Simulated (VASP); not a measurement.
# Vibrations of ZnS (Sphalerite) at several levels of theory

Aim: the vibrations of ZnS (Sphalerite) at the zone centre, at several levels of theory. The starting structure is a measured crystal structure from the Crystallography Open Database.

Main program and level: VASP 6.6.1; Kohn-Sham DFT with plane waves and PAW; LDA, PBEsol, PBE, PBEsol + D3(BJ), r2SCAN, r2SCAN + rVV10 and AM05.

### Step 1. Set-up

Symmetry: F-43m, No. 216, cubic system. Conventional cell: a = 5.409 Å, b = 5.409 Å, c = 5.409 Å, α = 90.00°, β = 90.00°, γ = 90.00°. Zn has 4 S at 2.34 Å nearest. Nearest to S lie 4 Zn at 2.34 Å. Farther neighbours and most contacts between anions are not listed.

### Step 2. Modes with LDA

LDA, the lowest rung, knows the local density alone. The cell comes from a relaxation at this level, not shown (37.22 Å³).

INCAR

```
SYSTEM = ZnS
PREC = Accurate
ENCUT = 450
EDIFF = 1E-08
NELM = 100
ISMEAR = 0
SIGMA = 0.03
LREAL = .FALSE.
ALGO = Normal
GGA = CA
NBANDS = 15
LORBIT = 11
LWAVE = .FALSE.
LCHARG = .FALSE.
KPAR = 8
IBRION = 8
LEPSILON = .TRUE.
LPEAD = .TRUE.
ISIF = 2
```

POSCAR

```
ZnS
1.0
    0.0000000000      2.6499951821      2.6499951821
    2.6499951821      0.0000000000      2.6499951821
    2.6499951821      2.6499951821      0.0000000000
Zn S
1 1
Direct
    0.0000000000      0.0000000000      0.0000000000
    0.7500000000      0.7500000000      0.7500000000
```

KPOINTS

```
Automatic mesh
0
Gamma
10 10 10
0 0 0
```

PAW data sets: Zn and S (LDA family, release 64).

Run with:

```sh
> mpirun -np 8 vasp_std
```

Output:

```text
[banner, memory and clock lines left out]
running    8 mpi-ranks, on    1 nodes
 distrk:  each k-point on    1 cores,    8 groups
 distr:  one band on    1 cores,    1 groups

 POSCAR found type information on POSCAR ZnS
 POSCAR found :  2 types and       2 ions
|                                                                             |
|           W    W    AA    RRRRR   N    N  II  N    N   GGGG   !!!           |
|           W    W   A  A   R    R  NN   N  II  NN   N  G    G  !!!           |
|           W    W  A    A  R    R  N N  N  II  N N  N  G       !!!           |
|           W WW W  AAAAAA  RRRRR   N  N N  II  N  N N  G  GGG   !            |
|           WW  WW  A    A  R   R   N   NN  II  N   NN  G    G                |
|           W    W  A    A  R    R  N    N  II  N    N   GGGG   !!!           |
|                                                                             |
|     For optimal performance we recommend to set                             |
|       NCORE = 2 up to number-of-cores-per-socket                            |
|     NCORE specifies how many cores store one orbital (NPAR=cpu/NCORE).      |
|     This setting can greatly improve the performance of VASP for DFT.       |
|     The default, NCORE=1 might be grossly inefficient on modern             |
|     multi-core architectures or massively parallel machines. Do your        |
|     Unfortunately you need to use the default for GW and RPA                |
|     calculations (for HF NCORE is supported but not extensively tested      |
|     yet).                                                                   |
|                                                                             |

 LDA part: xc-table for (Slater(with rela. corr.)+CA(PZ))
 , standard interpolation
 POSCAR, INCAR and KPOINTS ok, starting setup
 FFT: planning ... GRIDC
 FFT: planning ... GRID_SOFT
 FFT: planning ... GRID
 WAVECAR not read
 entering main loop
       N       E                     dE             d eps       ncg     rms          rms(c)
DAV:   1     0.832859400692E+02    0.83286E+02   -0.83120E+03  1418   0.132E+03
DAV:   2    -0.316079127406E+01   -0.86447E+02   -0.81556E+02  1627   0.253E+02
DAV:   3    -0.858658686259E+01   -0.54258E+01   -0.54022E+01  1795   0.645E+01
DAV:   4    -0.864441420184E+01   -0.57827E-01   -0.57815E-01  1634   0.690E+00
DAV:   5    -0.864516559085E+01   -0.75139E-03   -0.75137E-03  1865   0.774E-01    0.765E+00
DAV:   6    -0.824348269463E+01    0.40168E+00   -0.80641E-01  2091   0.338E+01    0.586E+00
DAV:   7    -0.821410822230E+01    0.29374E-01   -0.25328E-01  1683   0.538E+00    0.278E+00
DAV:   8    -0.820800206116E+01    0.61062E-02   -0.57265E-03  2067   0.131E+00    0.634E-01
DAV:   9    -0.820744595968E+01    0.55610E-03   -0.12103E-03  1592   0.268E-01    0.841E-02
DAV:  10    -0.820746124482E+01   -0.15285E-04   -0.87290E-05  1711   0.874E-02    0.219E-02
DAV:  11    -0.820745790522E+01    0.33396E-05   -0.10618E-05  2199   0.696E-02    0.408E-03
DAV:  12    -0.820745802917E+01   -0.12396E-06   -0.12768E-06  1704   0.115E-02    0.157E-03
DAV:  13    -0.820745803174E+01   -0.25711E-08   -0.43082E-08  1809   0.178E-03
   1 F= -.82074580E+01 E0= -.82074580E+01  d E =-.480795E-21
 Linear response reoptimize wavefunctions to high precision
DAV:   1    -0.820745803250E+01   -0.76125E-09   -0.21533E-09  1451   0.106E-03
DAV:   2    -0.820745803257E+01   -0.70486E-10   -0.78252E-10   992   0.222E-04
 Linear response to external field (no local field effect), progress :
  Direction:   1
       N       E                     dE             d eps       ncg     rms          rms(c)
RMM:   1    -0.636147122123E+00   -0.63615E+00   -0.24678E+00  1175   0.398E+00
RMM:   2    -0.664802034116E+00   -0.28655E-01   -0.14099E-02  1263   0.852E-01
RMM:   3    -0.665156005561E+00   -0.35397E-03   -0.60184E-04  1271   0.156E-01
RMM:   4    -0.665161248720E+00   -0.52432E-05   -0.30530E-05  1273   0.319E-02
RMM:   5    -0.665161300321E+00   -0.51600E-07   -0.27492E-06  1279   0.834E-03
RMM:   6    -0.665161312208E+00   -0.11887E-07   -0.27436E-07  1280   0.230E-03
RMM:   7    -0.665161312293E+00   -0.85596E-10   -0.16031E-08   922   0.608E-04
 change of polarisation eV/A/(eV/A) component  1 :     1.330     0.600     0.147
 dielectric tensor                  component  1 :     7.468     2.916     0.712
 Linear response to external field (no local field effect), progress :
  Direction:   2
       N       E                     dE             d eps       ncg     rms          rms(c)
RMM:   1    -0.671246471171E+00   -0.67125E+00   -0.26384E+00  1180   0.396E+00
RMM:   2    -0.702755434411E+00   -0.31509E-01   -0.14829E-02  1263   0.864E-01
RMM:   3    -0.703080897283E+00   -0.32546E-03   -0.57518E-04  1269   0.159E-01
RMM:   4    -0.703086549104E+00   -0.56518E-05   -0.44458E-05  1275   0.342E-02
RMM:   5    -0.703086557498E+00   -0.83943E-08   -0.35385E-06  1279   0.923E-03
RMM:   6    -0.703086571826E+00   -0.14327E-07   -0.41888E-07  1280   0.264E-03
RMM:   7    -0.703086570153E+00    0.16729E-08   -0.22357E-08   880   0.659E-04
 change of polarisation eV/A/(eV/A) component  2 :     0.600     1.406    -0.214
 dielectric tensor                  component  2 :     2.916     7.837    -1.038
 Linear response to external field (no local field effect), progress :
  Direction:   3
[...]
RMM:   2    -0.576056285027E+00   -0.26233E-01   -0.13907E-02  4594   0.824E-01    0.142E+00
RMM:   3    -0.540186227344E+00    0.35870E-01   -0.26955E-02  9670   0.862E-01    0.736E-01
RMM:   4    -0.545345137263E+00   -0.51589E-02   -0.15807E-02 10468   0.693E-01    0.183E-01
RMM:   5    -0.552152822092E+00   -0.68077E-02   -0.67030E-04  8909   0.173E-01    0.407E-02
RMM:   6    -0.552813143507E+00   -0.66032E-03   -0.68216E-05 10055   0.516E-02    0.183E-02
RMM:   7    -0.553053962424E+00   -0.24082E-03   -0.58568E-06  9231   0.153E-02    0.173E-03
RMM:   8    -0.553066540936E+00   -0.12579E-04   -0.30391E-07  9816   0.366E-03    0.892E-04
RMM:   9    -0.553064625896E+00    0.19150E-05   -0.42257E-09  9938   0.116E-03    0.320E-04
RMM:  10    -0.553067988610E+00   -0.33627E-05   -0.10338E-07  9122   0.337E-04    0.130E-04
RMM:  11    -0.553066551652E+00    0.14370E-05   -0.60289E-08  8326   0.148E-04    0.111E-05
RMM:  12    -0.553067118360E+00   -0.56671E-06   -0.26723E-08  5764   0.648E-05    0.253E-06
 change of polarisation eV/A/(eV/A) component  1 :     1.051     0.223     0.134
 dielectric tensor                  component  1 :     6.108     1.083     0.651
 Linear response to external field, progress :
  Direction:   2
       N       E                     dE             d eps       ncg     rms          rms(c)
RMM:   1    -0.549823189589E+00   -0.54982E+00   -0.20945E+00  4239   0.381E+00
RMM:   2    -0.576051929740E+00   -0.26229E-01   -0.13847E-02  4592   0.824E-01    0.142E+00
RMM:   3    -0.540185846929E+00    0.35866E-01   -0.26947E-02  9659   0.862E-01    0.736E-01
RMM:   4    -0.545340104905E+00   -0.51543E-02   -0.15744E-02 10461   0.693E-01    0.183E-01
RMM:   5    -0.552147269598E+00   -0.68072E-02   -0.62530E-04  8905   0.173E-01    0.407E-02
RMM:   6    -0.552812818457E+00   -0.66555E-03   -0.55779E-05 10054   0.517E-02    0.183E-02
RMM:   7    -0.553053516985E+00   -0.24070E-03   -0.25307E-06  9225   0.153E-02    0.173E-03
RMM:   8    -0.553066775206E+00   -0.13258E-04    0.62636E-08  9810   0.366E-03    0.887E-04
RMM:   9    -0.553065155157E+00    0.16200E-05    0.23509E-08  9943   0.116E-03    0.322E-04
RMM:  10    -0.553069532348E+00   -0.43772E-05   -0.33777E-08  9126   0.337E-04    0.130E-04
RMM:  11    -0.553069181460E+00    0.35089E-06   -0.91350E-09  8335   0.148E-04    0.113E-05
RMM:  12    -0.553067870400E+00    0.13111E-05    0.22744E-08  5799   0.646E-05    0.248E-06
 change of polarisation eV/A/(eV/A) component  2 :     0.197     1.051     0.114
 dielectric tensor                  component  2 :     0.956     6.108     0.553
 Linear response to external field, progress :
  Direction:   3
       N       E                     dE             d eps       ncg     rms          rms(c)
RMM:   1    -0.549798491449E+00   -0.54980E+00   -0.20942E+00  4238   0.381E+00
RMM:   2    -0.576055789259E+00   -0.26257E-01   -0.13934E-02  4594   0.824E-01    0.142E+00
RMM:   3    -0.540192049005E+00    0.35864E-01   -0.27018E-02  9693   0.862E-01    0.736E-01
RMM:   4    -0.545341936326E+00   -0.51499E-02   -0.15767E-02 10477   0.693E-01    0.183E-01
RMM:   5    -0.552147331584E+00   -0.68054E-02   -0.62542E-04  8905   0.173E-01    0.407E-02
RMM:   6    -0.552812661521E+00   -0.66533E-03   -0.56865E-05 10052   0.517E-02    0.183E-02
RMM:   7    -0.553054388249E+00   -0.24173E-03   -0.24885E-06  9230   0.153E-02    0.173E-03
RMM:   8    -0.553067360987E+00   -0.12973E-04    0.18641E-08  9817   0.366E-03    0.896E-04
RMM:   9    -0.553064961775E+00    0.23992E-05    0.14162E-08  9949   0.116E-03    0.321E-04
RMM:  10    -0.553068349412E+00   -0.33876E-05   -0.52566E-08  9117   0.338E-04    0.131E-04
RMM:  11    -0.553067997736E+00    0.35168E-06   -0.22258E-08  8334   0.148E-04    0.114E-05
RMM:  12    -0.553068342145E+00   -0.34441E-06   -0.10914E-08  5807   0.654E-05    0.259E-06
 change of polarisation eV/A/(eV/A) component  3 :     0.160     0.197     1.051
 dielectric tensor                  component  3 :     0.777     0.957     6.108
 Linear response DOF=           2
 Linear response progress:
  Degree of freedom:   1/  2
       N       E                     dE             d eps       ncg     rms          rms(c)
RMM:   1    -0.212613463423E+00   -0.21261E+00    0.83425E-05  7240   0.217E+00
RMM:   2    -0.210520594563E+00    0.20929E-02   -0.30347E-03  8221   0.468E-01    0.123E-01
RMM:   3    -0.210311336212E+00    0.20926E-03   -0.70270E-05  9666   0.679E-02    0.721E-02
RMM:   4    -0.210043554616E+00    0.26778E-03   -0.14492E-05  9540   0.266E-02    0.393E-03
RMM:   5    -0.210043229283E+00    0.32533E-06   -0.57813E-07 10082   0.465E-03    0.138E-03
RMM:   6    -0.210047830183E+00   -0.46009E-05    0.10730E-07  9986   0.144E-03    0.279E-04
RMM:   7    -0.210048261998E+00   -0.43181E-06    0.19830E-08 10136   0.365E-04    0.124E-04
RMM:   8    -0.210048254508E+00    0.74893E-08    0.19428E-08  9665   0.155E-04    0.306E-05
 first order change of Fermi-energy  -0.52558E-04
 force on displaced ion       1 direction 1 :  -6.804   0.000   0.000
 Born effective charge ion    1 direction 1 :   1.911   0.000   0.000
 Linear response progress:
  Degree of freedom:   2/  2
       N       E                     dE             d eps       ncg     rms          rms(c)
RMM:   1    -0.105178633318E+00   -0.10518E+00    0.52771E-02 12725   0.230E+00
RMM:   2    -0.102961702866E+00    0.22169E-02   -0.48322E-03  8296   0.671E-01    0.174E-01
RMM:   3    -0.103349640050E+00   -0.38794E-03   -0.33649E-04  8926   0.147E-01    0.867E-02
RMM:   4    -0.103738355799E+00   -0.38872E-03   -0.61011E-05  9029   0.533E-02    0.169E-02
RMM:   5    -0.103751451584E+00   -0.13096E-04   -0.66158E-06  9373   0.133E-02    0.951E-03
RMM:   6    -0.103735731077E+00    0.15721E-04   -0.12799E-06  9232   0.392E-03    0.468E-03
RMM:   7    -0.103738589325E+00   -0.28582E-05   -0.81364E-08  9256   0.130E-03    0.616E-04
RMM:   8    -0.103738731495E+00   -0.14217E-06   -0.26708E-08  9768   0.287E-04    0.123E-04
RMM:   9    -0.103738214896E+00    0.51660E-06   -0.50836E-09  9623   0.948E-05    0.419E-05
RMM:  10    -0.103738441119E+00   -0.22622E-06   -0.79726E-09  9495   0.397E-05    0.615E-06
RMM:  11    -0.103738436434E+00    0.46851E-08   -0.16210E-10  9599   0.184E-05    0.563E-06
 first order change of Fermi-energy   0.34040E-03
 force on displaced ion       2 direction 1 :  -6.722   0.000   0.000
 Born effective charge ion    2 direction 1 :  -1.912   0.000   0.000
 Born effective charges drift removed
 Linear response finished
```

It took 3.8 min on 8 MPI ranks of AMD EPYC 7R43, shared host; peak memory 2.9 GiB.

The logs omit lines about the potential files and the build; timing stands in the text.

Parts of OUTCAR (step 2):

```text
ion  position               nearest neighbor table
   1  0.000  0.000  0.000-   2 2.29   2 2.29   2 2.29   2 2.29
   2  0.750  0.750  0.750-   1 2.29   1 2.29   1 2.29   1 2.29

  LATTYP: Found a face centered cubic cell.
 ALAT       =     5.2999903642

 Subroutine GETGRP returns: Found 24 space group operations
 (whereof 24 operations were pure point group operations)

The static configuration has the point symmetry T_d .

 Found     47 irreducible k-points:

   k-points           NKPTS =     47   k-points in BZ     NKDIM =     47   number of bands    NBANDS=     15

   dimension x,y,z NGX =    28 NGY =   28 NGZ =   28
   dimension x,y,z NGXF=    56 NGYF=   56 NGZF=   56

   ENCUT  =  450.0 eV  33.07 Ry    5.75 a.u.   6.48  6.48  6.48*2*pi/ulx,y,z

   NELECT =      18.0000    total number of electrons

 k-points in reciprocal lattice and weights: Automatic mesh
   0.00000000  0.00000000  0.00000000       0.001
   0.10000000  0.00000000  0.00000000       0.008
   0.20000000  0.00000000  0.00000000       0.008
   0.30000000  0.00000000  0.00000000       0.008
   0.40000000  0.00000000  0.00000000       0.008
   0.50000000  0.00000000  0.00000000       0.004
   0.10000000  0.10000000  0.00000000       0.006
   0.20000000  0.10000000  0.00000000       0.024
   0.30000000  0.10000000  0.00000000       0.024
[...]
-0.30000000  0.40000000  0.20000000       0.024
  -0.30000000  0.50000000  0.20000000       0.012

 average (electrostatic) potential at core
       1 -37.0595       2 -88.7706

  Total        0.0004306      0.0004306      0.0004306      0.0000000      0.0000000     -0.0000000
  in kB        0.0185342      0.0185342      0.0185342      0.0000000      0.0000000     -0.0000000
  external PRESSURE =       0.0185342 kB  Pullay stress =       0.0000000 kB

  energy-cutoff  :      450.00
  volume of cell :       37.22
      direct lattice vectors                 reciprocal lattice vectors
     0.000000000  2.649995182  2.649995182    -0.188679588  0.188679588  0.188679588
     2.649995182  0.000000000  2.649995182     0.188679588 -0.188679588  0.188679588
     2.649995182  2.649995182  0.000000000     0.188679588  0.188679588 -0.188679588

 POSITION                                       TOTAL-FORCE (eV/Angst)
 -----------------------------------------------------------------------------------
      0.00000      0.00000      0.00000         0.000000      0.000000      0.000000
      3.97499      3.97499      3.97499        -0.000000     -0.000000     -0.000000
 -----------------------------------------------------------------------------------
    total drift:                               -0.000001     -0.000001     -0.000001

 MACROSCOPIC STATIC DIELECTRIC TENSOR (including local field effects in DFT)
 ------------------------------------------------------
           6.107526     0.000000     0.000000
          -0.000000     6.107526    -0.000000
           0.000000     0.000000     6.107526
 ------------------------------------------------------

 PIEZOELECTRIC TENSOR (including local field effects)  for field in x, y, z        (C/m^2)
          XX          YY          ZZ          XY          YZ          ZX
  --------------------------------------------------------------------------------
  x     0.00000    -0.00000    -0.00000     0.00000     0.66134     0.00000
  y     0.00000    -0.00000     0.00000     0.00000     0.00000     0.66134
  z    -0.00000    -0.00000     0.00000     0.66134     0.00000     0.00000

 BORN EFFECTIVE CHARGES (including local field effects) (in |e|, cummulative output)
 ---------------------------------------------------------------------------------
 ion    1
    1     1.91221    -0.00000     0.00000
    2     0.00000     1.91221    -0.00000
    3    -0.00000     0.00000     1.91221
 ion    2
    1    -1.91221     0.00000     0.00000
    2    -0.00000    -1.91221     0.00000
    3     0.00000    -0.00000    -1.91221

 Eigenvectors and eigenvalues of the dynamical matrix
 ----------------------------------------------------

   1 f  =    8.755982 THz    55.015459 2PiTHz  292.068131 cm-1    36.211817 meV
             X         Y         Z           dx          dy          dz
      0.000000  0.000000  0.000000    -0.575959    0.000000    0.000000
      3.974993  3.974993  3.974993     0.817478    0.000000    0.000000

   2 f  =    8.755982 THz    55.015459 2PiTHz  292.068131 cm-1    36.211817 meV
             X         Y         Z           dx          dy          dz
      0.000000  0.000000  0.000000     0.000000   -0.575959    0.000000
      3.974993  3.974993  3.974993     0.000000    0.817478    0.000000

   3 f  =    8.755982 THz    55.015459 2PiTHz  292.068131 cm-1    36.211817 meV
             X         Y         Z           dx          dy          dz
      0.000000  0.000000  0.000000     0.000000    0.000000   -0.575959
      3.974993  3.974993  3.974993     0.000000    0.000000    0.817478

   4 f/i=    0.025119 THz     0.157826 2PiTHz    0.837874 cm-1     0.103883 meV
             X         Y         Z           dx          dy          dz
      0.000000  0.000000  0.000000    -0.817478    0.000000    0.000000
      3.974993  3.974993  3.974993    -0.575959    0.000000    0.000000

   5 f/i=    0.025119 THz     0.157826 2PiTHz    0.837874 cm-1     0.103883 meV
             X         Y         Z           dx          dy          dz
      0.000000  0.000000  0.000000     0.000000    0.817478    0.000000
      3.974993  3.974993  3.974993     0.000000    0.575959    0.000000

   6 f/i=    0.025119 THz     0.157826 2PiTHz    0.837874 cm-1     0.103883 meV
             X         Y         Z           dx          dy          dz
      0.000000  0.000000  0.000000     0.000000    0.000000    0.817478
      3.974993  3.974993  3.974993     0.000000    0.000000    0.575959

 MACROSCOPIC STATIC DIELECTRIC TENSOR IONIC CONTRIBUTION
 ------------------------------------------------------
           2.628500     0.000000    -0.000000
           0.000000     2.628500     0.000000
          -0.000000     0.000000     2.628500
 ------------------------------------------------------

 ELASTIC MODULI CONTR FROM IONIC RELAXATION (kBar)
 Direction    XX          YY          ZZ          XY          YZ          ZX
 --------------------------------------------------------------------------------
 XX          -0.0000      0.0000      0.0000     -0.0000      0.0000     -0.0000
 YY           0.0000     -0.0000     -0.0000     -0.0000     -0.0000     -0.0000
 ZZ           0.0000     -0.0000     -0.0000      0.0000     -0.0000     -0.0000
 XY          -0.0000     -0.0000      0.0000   -272.9859      0.0000     -0.0000
 YZ           0.0000     -0.0000     -0.0000      0.0000   -272.9859     -0.0000
 ZX          -0.0000     -0.0000     -0.0000     -0.0000     -0.0000   -272.9859
 --------------------------------------------------------------------------------

 PIEZOELECTRIC TENSOR IONIC CONTR  for field in x, y, z        (C/m^2)
          XX          YY          ZZ          XY          YZ          ZX
  --------------------------------------------------------------------------------
  x     0.00000    -0.00000    -0.00000     0.00000    -0.79707    -0.00000
  y    -0.00000    -0.00000    -0.00000    -0.00000    -0.00000    -0.79707
  z    -0.00000    -0.00000     0.00000    -0.79707     0.00000    -0.00000
```

Energies printed during the response cycles are not total energies of the cell.

LDA: the zone-centre mode is T2 292.1 cm⁻¹.

(Part 1 of 3 ends here.)

[Lines on the potential files, build, host, timing and source positions are cut from VASP's logs without a mark.]

[Logs are printed without paths, hosts, clocks, repeated set-up lines and the standing remarks that a program may print on its own settings, such as how far it seeks lower states.]

[Hosts, paths, dates, database ids (printed as entryN), source tags and the programs' standing remarks are cut or masked in the printed files.]
